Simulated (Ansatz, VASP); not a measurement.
# In: VASP beside Ansatz

```
In
1.0
     3.26878    0.00000    0.00000
    -1.63439    2.83084    0.00000
     0.00000    0.00000    5.50914
In
2
Direct
  0.66667 0.33333 0.75000
  0.33333 0.66667 0.25000
```

Change from the starting cell: strain_xy = -0.02.

Alike in both runs: task single point; functional PBEsol; k mesh 9 × 9 × 5; occupations fermi-dirac, width 0.05 eV; no spin polarisation.

|  | VASP | Ansatz |
| --- | --- | --- |
| version | VASP 6.6.1 | Ansatz 0.2.0 |
| potentials or method | VASP PAW PBE potentials, release 64 (In_d), cutoff 520 eV | all-electron LAPW, scalar-relativistic |

|  | VASP | Ansatz | Ansatz less VASP |
| --- | --- | --- | --- |
| gap on the k mesh at the Fermi level (eV) | none | none | - |
| pressure (GPa) | 0.3 | 0.4 | +0.04 |
| largest component of the traceless stress (GPa) | 0.30 | 0.30 | -0.001 |

A gap of «none» marks a metal or a gap that the smearing closes. Ansatz ran all-electron here, so the differences hold the error of VASP's frozen core and of both bases.

Caveats: the PAW data sets were made with another functional, which shifts forces and pressure a little (VASP).
